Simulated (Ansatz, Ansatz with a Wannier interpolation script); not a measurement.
# From a coarse GW mesh to bands everywhere: CsPbCl3 (Pm-3m), part 2 of 2

Aim: the G0W0 bands of CsPbCl3 (Pm-3m) along the symmetry lines, with the gap off the mesh.

Ansatz 0.2.0; PBE, Wannier functions and G0W0, plane waves, PAW. Known limits of the many-body steps: not at the basis limit; no spin-orbit coupling.

So far. Step 2 (PBE bands): The gap is direct, at (0.500, 0.500, 0.500). Step 3 (Wannier functions (Cl:3p Cs:6s Pb:6p) on 8×8×8): Near the gap the model misses directly solved bands by 1.5 meV r.m.s. and by 6 meV at most in the window tested. This tests the starting bands, not the corrections carried with them.

### 4. G0W0 at every point of the mesh: 4×4×4 mesh, 734 empty bands, screening to 150 eV

Now the one-shot GW correction: screening in the RPA, then the self-energy of the levels asked for.

This step: G0W0 on PBE, plane waves, PAW.

input.yaml

```yaml
crystal:
  lattice:
    - [5.605, 0.0, 0.0]
    - [0.0, 5.605, 0.0]
    - [0.0, 0.0, 5.605]
  atoms:
    - { symbol: Cs, position: [0.0, 0.0, 0.0] }
    - { symbol: Pb, position: [0.5, 0.5, 0.5] }
    - { symbol: Cl, position: [0.5, 0.5, 0.0] }
    - { symbol: Cl, position: [0.0, 0.5, 0.5] }
    - { symbol: Cl, position: [0.5, 0.0, 0.5] }
kpoints:
  mp_grid: { grid: [4, 4, 4] }
hamiltonian:
  xc: pbe
scf:
  occupations: { method: fixed }
gw:
  n_empty_bands: 734
  ecut_chi: 150.0
  qp_bands: [v9, c3]
  screening: { model: contour_deformation }
```

On the command line:

```sh
> ansatz run input.yaml --threads 3 --pin off --max-ram 64512MiB --backend cuda --events-out ev --progress --plain --runs-dir out --devices 1 --max-vram 24GiB  # rebuilt from the run's record
```

Numbers of over 12 decimals in the logs are rounded to 6 here.

Log:

```text
GPUs: using 1 of 1 available (devices: 1).
[...]
GPU FFT provider: cuFFT
GPU libraries: cuBLAS 13.8.2, cuFFT 12.4.0, cuSOLVER 12.3.4
Crystal: 5 atoms, lattice volume = 176.087 Å³
Basis set: ecut = 420 eV, 3407 PW (Γ)
Bands: 27, of which v1, the nominal top of the filled ones, is band 22 counted from 1 (21 counted from 0)
Symmetry: 48 space group operations
[...]
k-points: 10 of 64
[...]
GPU buffer pool allocated for 64000 grid points (all kernels)
[...]
SCF iter   1: F=—  HF=-20823.255651 eV  |F-HF|=—  |Δ(HF+E_count)|=         —  Δρ=4.97e-4  dr2=5.52e-4  ethr=1.77e-3  ⟨swp⟩=4.7  Hψ=1124  notcnv=0  defer=24
[...]
SCF iter   6: F=-20823.254648 eV  HF=-20823.254648 eV  |F-HF|=7.53e-10  |Δ(HF+E_count)|=   7.23e-8  Δρ=6.17e-7  dr2=1.23e-9  ethr=9.31e-11  ⟨swp⟩=8.7  Hψ=1335  notcnv=0
SCF 1 converged in 6 iterations: F = -20823.254648 eV  dr2 = 1.23e-9
[...]
NSCF: frozen V_eff on 10 k-points, pencils in batches of 32, up to order 108
[...]
G₀W₀ screening: q 1/10
[... further progress lines ...]
SCF converged after 6 iterations
Free energy (F): -20823.254648 eV
[...]
Internal energy: -20823.254648 eV  (E = F + TS)
E sigma→0 (E₀):  -20823.254648 eV
Fermi energy:    4.122120 eV
[...]
--- Band table (eV; the first three rows and the last of 10) ---
  k-point 0: bands = [... 18 lower, 1.4707, 1.5782, 1.5782, 1.5782, 7.4574, 8.3927, 8.3927, 9.3016, ... 1 higher]
  k-point 1: bands = [... 18 lower, 1.4216, 1.5234, 1.5234, 1.6772, 7.9622, 8.7426, 8.7971, 8.9438, ... 1 higher]
  k-point 2: bands = [... 18 lower, 1.3729, 1.4678, 1.4678, 2.4264, 7.1389, 8.7953, 9.3025, 9.4428, ... 1 higher]
  k-point 9: bands = [... 18 lower, 1.8981, 1.8981, 1.8981, 4.1221, 6.0485, 6.0485, 6.0485, 9.2141, ... 1 higher]
--- G₀W₀: contour deformation, 7 samples at zero and on the imaginary axis and 3 off it, 64 q-points, 734 empty bands' worth ---
  eigenvalues of the whole cell's RPA ε∞ on this k-mesh (on a slab, of 1 + 4πα/V) = 4.3456, 4.3456, 4.3456; static W/v taken at q = 0 is 0.230119
  bands read: the sum over 756 bands ends inside a degenerate multiplet in 4 slots, whose members it reads at an even weight; the widest, k=0: bands 756 to 758 (counted from 1) at 1/3 each
    ik  band        ε_KS         Σx   Σc(E_QP)       V_xc       Z   E_QP_lin       E_QP  E_QP is
     0    14     -0.5630   -19.0961     3.3976   -14.5082  0.7038    -1.8178    -1.7533  root
     0    15     -0.5630   -19.0961     3.3976   -14.5082  0.7038    -1.8178    -1.7533  root
     0    16     -0.5630   -19.0961     3.3976   -14.5082  0.7038    -1.8178    -1.7533  root
     0    17      1.4707   -20.3680     3.1645   -15.8177  0.7369     0.0235     0.0849  root
     0    18      1.4707   -20.3680     3.1645   -15.8177  0.7369     0.0235     0.0849  root
     0    19      1.4707   -20.3680     3.1645   -15.8177  0.7369     0.0235     0.0849  root
     0    20      1.5782   -20.6410     3.0625   -16.2537  0.7377     0.1995     0.2535  root
     0    21      1.5782   -20.6410     3.0625   -16.2537  0.7377     0.1995     0.2535  root
     0    22      1.5782   -20.6410     3.0625   -16.2537  0.7377     0.1995     0.2535  root
     0    23      7.4574    -3.7535    -3.3528    -7.3996  0.8307     7.7521     7.7507  root
     0    24      8.3927    -3.4999    -3.3166    -7.2780  0.8305     8.8578     8.8541  root
     0    25      8.3927    -3.4999    -3.3166    -7.2780  0.8305     8.8578     8.8541  root
     1    14     -0.5265   -19.0765     3.3789   -14.5165  0.7041    -1.7702    -1.7077  root
     1    15     -0.5265   -19.0765     3.3789   -14.5165  0.7041    -1.7702    -1.7077  root
[...]
9    21      1.8981   -20.9020     3.0326   -16.5297  0.7410     0.5049     0.5585  root
     9    22      4.1221   -20.3994     0.8153   -18.7474  0.7758     3.2733     3.2855  root
     9    23      6.0485    -7.8986    -3.3724   -11.6788  0.8044     6.4591     6.4563  root
     9    24      6.0485    -7.8986    -3.3724   -11.6788  0.8044     6.4591     6.4563  root
     9    25      6.0485    -7.8986    -3.3724   -11.6788  0.8044     6.4591     6.4563  root
```

Run time: 25 s. Hardware: 1 × NVIDIA H100 80GB HBM3 (shared by 3 runs) with 3 threads of AMD EPYC 7R13 (Zen 3), shared host; peak memory 2.1 GiB.

This step gave:

- bands summed: 756
- RPA ε∞ on this mesh (eigenvalues): 4.346, 4.346, 4.346
- plane waves in the screening matrix: 739
- q-points in the mesh: 64
- G0W0 gap on the mesh: 3.171 eV
- k of the valence top: -0.5, -0.5, -0.5
- k of the conduction bottom: -0.5, -0.5, -0.5
- starting gap on the mesh: 1.926 eV
- Z at the valence top: 0.7758
- Z at the conduction bottom: 0.8044
- least direct G0W0 gap on the computed points: 3.171 eV

The gap on the mesh goes from 1.93 eV to 3.17 eV, a correction of +1.24 eV. Between the two edge states, bare exchange in place of the xc potential would open the gap by 5.43 eV, and correlation takes back 4.19 eV.

### 5. Interpolating the corrections

A script adds the corrections, carried to the Wannier functions and back, to the PBE levels, along the path and on a 9×9×9 mesh.

* G0W0 gap over the zone: 3.171 eV
* valence top at: R
* conduction bottom at: R
* starting gap over the zone: 1.926 eV
* least direct G0W0 gap: 3.171 eV
* G0W0 gap on the mesh: 3.171 eV
* valence width, start: 4.685 eV
* valence width, G0W0: 5.039 eV
* gap by a rigid shift: 3.171 eV

Levels solved directly plus the interpolated quasiparticle correction. Limits: finite bands, cutoff and mesh; no spin-orbit coupling. Quasiparticle bands along the path, in eV, zero at the valence-band top of each set:

| point | band 19 | band 20 | band 21 | band 22 | band 23 |
| --- | --- | --- | --- | --- | --- |
| Γ | -3.20 | -3.03 | -3.03 | -3.03 | 4.47 |
| halfway | -3.25 | -3.10 | -3.10 | -2.83 | 5.03 |
| X | -3.31 | -3.17 | -3.17 | -1.90 | 4.37 |
| halfway | -3.28 | -3.15 | -2.93 | -1.62 | 4.09 |
| M | -3.40 | -3.09 | -2.74 | -0.92 | 3.82 |
| halfway | -3.19 | -3.15 | -2.94 | -2.57 | 5.36 |
| Γ | -3.20 | -3.03 | -3.03 | -3.03 | 4.47 |
| halfway | -2.98 | -2.96 | -2.96 | -2.31 | 5.27 |
| R | -2.73 | -2.73 | -2.73 | 0.00 | 3.17 |
| halfway | -3.02 | -2.98 | -2.89 | -1.38 | 3.78 |
| X | -3.31 | -3.17 | -3.17 | -1.90 | 4.37 |
| jump to R | -2.73 | -2.73 | -2.73 | 0.00 | 3.17 |
| halfway | -2.97 | -2.97 | -2.73 | -0.68 | 3.49 |
| M | -3.40 | -3.09 | -2.74 | -0.92 | 3.82 |

The same for PBE:

| point | band 19 | band 20 | band 21 | band 22 | band 23 |
| --- | --- | --- | --- | --- | --- |
| Γ | -2.65 | -2.54 | -2.54 | -2.54 | 3.34 |
| X | -2.75 | -2.65 | -2.65 | -1.70 | 3.02 |
| M | -2.84 | -2.77 | -2.23 | -0.82 | 2.51 |
| Γ | -2.65 | -2.54 | -2.54 | -2.54 | 3.34 |
| R | -2.22 | -2.22 | -2.22 | 0.00 | 1.93 |
| X | -2.75 | -2.65 | -2.65 | -1.70 | 3.02 |
| R | -2.22 | -2.22 | -2.22 | 0.00 | 1.93 |
| M | -2.84 | -2.77 | -2.23 | -0.82 | 2.51 |

Corrections by starting level (eV, on the run's own energy scale, so only their differences matter):

| start | correction |
| --- | --- |
| -4.68 | −1.19 |
| -4.54 | −1.16 |
| -3.60 | −1.14 |
| -3.22 | −1.44 |
| -2.97 | −1.40 |
| -2.79 | −1.40 |
| -2.75 | −1.39 |
| -2.65 | −1.35 |
| -2.60 | −1.34 |
| -2.45 | −1.36 |
| -2.23 | −1.34 |
| -1.26 | −0.96 |
| -0.62 | −0.90 |
| 1.93 | +0.41 |
| 2.22 | +0.43 |
| 3.67 | +0.52 |
| 4.24 | +0.56 |
| 5.10 | +0.59 |

### 6. PBE+SOC bands, for comparison

Spin-orbit coupling can split or shift the edges; a non-collinear run measures by how much.

This step: DFT, PBE with spin-orbit coupling, plane waves, PAW.

input.yaml, the sections that differ from step 4:

```yaml
kpoints:
  mp_grid: { grid: [4, 4, 4] }
  band_path:
    path:
      - [[0.0, 0.0, 0.0], [0.0, 0.5, 0.0], [0.5, 0.5, 0.0], [0.0, 0.0, 0.0], [0.5, 0.5, 0.5], [0.0, 0.5, 0.0]]
      - [[0.5, 0.5, 0.5], [0.5, 0.5, 0.0]]
    npoints: 10
scf:
  occupations: { method: fermi_dirac, width: 0.02 }
  n_extra_bands: 10
magnetization:
  noncollinear: true
  spin_orbit: true
output:
  eigenvalues: true
# crystal, hamiltonian: as in step 4
# gw: removed
```

Log:

```text
[...]
GPUs: using 1 of 1 available (devices: 1).
[...]
non-collinear run that drives no moment, with spin-orbit: no starting moment large enough to seed its density (crystal.atoms[].spin), no starting occupations that ask for one, no magnetisation constraint and no magnetic field, so the semilocal B_xc is pinned to zero
[...]
GPU FFT provider: cuFFT
GPU libraries: cuBLAS 13.8.2, cuFFT 12.4.0, cuSOLVER 12.3.4
Crystal: 5 atoms, lattice volume = 176.087 Å³
Basis set: ecut = 420 eV, 3407 PW (Γ)
Bands: 54, of which v1, the nominal top of the filled ones, is band 44 counted from 1 (43 counted from 0)
Symmetry: 48 space group operations + 48 with time reversal
[...]
k-points: 10 of 64
Projection manifold: j_resolved (fully-relativistic pseudo-atomic orbitals)
[...]
GPU buffer pool allocated for 64000 grid points (all kernels)
[...]
SCF iter   1: F=—  HF=-20867.019050 eV  |F-HF|=—  |Δ(HF+E_count)|=         —  Δρ=2.24e-2  dr2=2.16e0  dr2_m=0.00e0 (ungated)  ethr=3.10e-3  |M|=0.00e0 ∫|m|=0.00e0 μB  |m|>n=0.0e0 m-floor=0.0e0 τ_xc=0.0e0  β_m=0.30  ⟨swp⟩=11.2  Hψ=1575  notcnv=0
[...]
spin=Noncollinear: Resta preconditioning applied to the charge; magnetization (m_x, m_y, m_z) channels mix plain (no charge-response kernel on spin).
SCF iter   2: F=—  HF=-20866.525855 eV  |F-HF|=—  |Δ(HF+E_count)|=   4.93e-1  Δρ=1.54e-2  dr2=1.20e0  dr2_m=0.00e0 (ungated)  ethr=3.10e-3  |M|=0.00e0 ∫|m|=0.00e0 μB  |m|>n=0.0e0 m-floor=0.0e0 τ_xc=0.0e0  β_m=0.65  ⟨swp⟩=2.5  Hψ=352  notcnv=0  defer=40
[...]
SCF iter   8: F=-20865.946326 eV  HF=-20865.946326 eV  |F-HF|=8.85e-9  |Δ(HF+E_count)|=   1.04e-7  Δρ=1.86e-6  dr2=6.56e-9  dr2_m=0.00e0 (ungated)  ethr=2.27e-10  |M|=0.00e0 ∫|m|=0.00e0 μB  |m|>n=0.0e0 m-floor=0.0e0 τ_xc=0.0e0  ⟨swp⟩=14.2  Hψ=1203  notcnv=0
SCF 1 converged in 8 iterations: F = -20865.946326 eV  dr2 = 6.56e-9
[...]
SCF converged after 8 iterations
Magnetization: |M| = 0.0000 μB,  M = (+0.0000, +0.0000, +0.0000) μB
Absolute magnetization: 0.0000 μB (∫|m|)
  site 0: m = (+0.0000, +0.0000, +0.0000) μB, |m| = 0.0000 μB  (R = 1.63 Å)
  site 1: m = (+0.0000, +0.0000, +0.0000) μB, |m| = 0.0000 μB  (R = 1.16 Å)
  site 2: m = (+0.0000, +0.0000, +0.0000) μB, |m| = 0.0000 μB  (R = 1.16 Å)
  site 3: m = (+0.0000, +0.0000, +0.0000) μB, |m| = 0.0000 μB  (R = 1.16 Å)
  site 4: m = (+0.0000, +0.0000, +0.0000) μB, |m| = 0.0000 μB  (R = 1.16 Å)
Free energy (F): -20865.946326 eV
[...]
Internal energy: -20865.946326 eV  (E = F + TS)
E sigma→0 (E₀):  -20865.946326 eV
Fermi energy:    4.492572 eV
[...]
--- Band table (eV; the first three rows and the last of 10) ---
  k-point 0: bands = [... 40 lower, 1.6107, 1.6107, 1.6107, 1.6107, 7.4497, 7.4497, 8.3816, 8.3816, ... 6 higher]
  k-point 1: bands = [... 40 lower, 1.5502, 1.5502, 1.6842, 1.6842, 7.8695, 7.8695, 8.2080, 8.2080, ... 6 higher]
  k-point 2: bands = [... 40 lower, 1.4802, 1.4802, 2.4369, 2.4369, 6.7531, 6.7531, 8.7068, 8.7068, ... 6 higher]
  k-point 9: bands = [... 40 lower, 1.9000, 1.9000, 4.1448, 4.1448, 4.8403, 4.8403, 6.4861, 6.4861, ... 6 higher]
```

Elapsed: 6.1 s, on 1 × NVIDIA H100 80GB HBM3 (shared by 3 runs) with 3 threads; peak memory 1.4 GiB; 11 s of CPU time.

Numbers from this step:

```
filled bands         : 44
gap                  : 0.6955 eV
valence top at       : R
conduction bottom at : R
least direct gap     : 0.6955 eV
```

The gap stands −1.23 eV against PBE.

The electronic bands at the labelled points (eV, zero at the top of the highest nominally filled band):

| point | band 41 | band 42 | band 43 | band 44 | band 45 | band 46 | band 47 | band 48 |
| --- | --- | --- | --- | --- | --- | --- | --- | --- |
| Γ | -2.53 | -2.53 | -2.53 | -2.53 | 3.30 | 3.30 | 4.24 | 4.24 |
| halfway | -2.59 | -2.59 | -2.46 | -2.46 | 3.72 | 3.72 | 4.06 | 4.06 |
| X | -2.66 | -2.66 | -1.71 | -1.71 | 2.61 | 2.61 | 4.56 | 4.56 |
| halfway | -2.45 | -2.45 | -1.47 | -1.47 | 2.27 | 2.27 | 4.08 | 4.08 |
| M | -2.28 | -2.28 | -0.82 | -0.82 | 1.63 | 1.63 | 2.99 | 2.99 |
| halfway | -2.48 | -2.48 | -2.29 | -2.29 | 3.35 | 3.35 | 4.25 | 4.25 |
| Γ | -2.53 | -2.53 | -2.53 | -2.53 | 3.30 | 3.30 | 4.24 | 4.24 |
| halfway | -2.47 | -2.47 | -2.13 | -2.13 | 2.90 | 2.90 | 4.18 | 4.18 |
| R | -2.24 | -2.24 | 0.00 | 0.00 | 0.70 | 0.70 | 2.34 | 2.34 |
| halfway | -2.41 | -2.41 | -1.28 | -1.28 | 1.94 | 1.94 | 3.59 | 3.59 |
| X | -2.66 | -2.66 | -1.71 | -1.71 | 2.61 | 2.61 | 4.56 | 4.56 |
| jump to R | -2.24 | -2.24 | 0.00 | 0.00 | 0.70 | 0.70 | 2.34 | 2.34 |
| halfway | -2.27 | -2.27 | -0.64 | -0.64 | 1.31 | 1.31 | 2.66 | 2.66 |
| M | -2.28 | -2.28 | -0.82 | -0.82 | 1.63 | 1.63 | 2.99 | 2.99 |

### 7. Results

```json
{
  "PBE gap": "1.93 eV",
  "G0W0 gap over the zone": "3.17 eV, direct",
  "least direct G0W0 gap, in the model": "3.17 eV",
  "with the spin-orbit change": "1.94 eV",
  "GW settings": "4×4×4 mesh, 734 empty bands, screening to 150 eV",
  "known limits": "not at the basis limit; no spin-orbit coupling"
}
```

**Reading.** The Wannier model follows the PBE bands to 2 meV r.m.s. near the gap. The G0W0 gap over the zone is 3.17 eV, direct, from R to R; on the mesh alone it is 3.17 eV, nearly the same. The valence width in the model goes from 4.69 eV to 5.04 eV. PBE+SOC gives a gap of 0.70 eV on the same path, a spin-orbit change of −1.23 eV that would bring the G0W0 gap to 1.94 eV. Bands and cutoff are finite, so the gap is not at the basis limit. The miss can reach some tenths of an eV and take either sign; the mesh is an error of its own. Above the frozen window of the model the interpolated levels need not meet the computed ones, even at points of the mesh. Where an edge is built on 6p states of lead, bismuth or thallium, scalar-relativistic gaps usually stand too wide, by a few tenths to over one eV. This is the ideal cubic cell; many perovskites, halides above all, are cubic only on average, and local tilts or off-centring can widen the gap.

[Paths, hosts, dates, memory and timing lines, banners, echoed tables and standing remarks are left out of the program output.]

[Logs are printed without paths, hosts, clocks, repeated set-up lines and the standing remarks that a program may print on its own settings, such as how far it seeks lower states.]

[Runs of the session that timed out or met a known fault of the program may be left out.]

[Hosts, paths, dates, database ids (printed as entryN), source tags and the programs' standing remarks are cut or masked in the printed files.]
